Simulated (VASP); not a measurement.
Runs of VASP 6.6.1 on Pt. It takes space group P6_3/mmc (No. 194, hexagonal). Conventional cell: a = 2.734 Å, b = 2.734 Å, c = 4.716 Å, α = 90.00°, β = 90.00°, γ = 120.00°. Pt (site symmetry -6m2) is surrounded by 12 Pt at 2.73 to 2.84 Å. This isn't the form of Pt at room conditions, which is fcc.

```tsv
task	cell	k mesh	cutoff (eV)	gap on the mesh (eV)	pressure (GPa)	relaxed volume (Å³/atom)
single point	P6_3/mmc, 15.26 Å³/atom	18 × 18 × 10	520	none	-0.5	-
single point	P6_3/mmc, 15.81 Å³/atom	9 × 9 × 4	520	none	-9.1	-
relaxation of cell and atoms	relaxed	9 × 9 × 4	600	none	0.2	(a)
relaxation of cell and atoms	relaxed	18 × 18 × 10	600	none	0.0	15.23
single point	P6_3/mmc, 15.26 Å³/atom	9 × 9 × 4	520	none	(b)	-
```

Alike in all rows: level PBE+D3(BJ); potentials or basis VASP PAW PBE potentials, release 64 (Pt); no spin polarisation; smearing gaussian 0.1 eV.

**Question.** Estimate the missing entries.

**Answer.** (a) 15.24; (b) -0.4.

Caveats: pairwise dispersion overbinds metals, which lowers pressure and volume.

A k mesh can miss the band edges, and the runs leave out spin-orbit coupling on Pt.

A gap of «none» marks a metal or a gap under the smearing width.
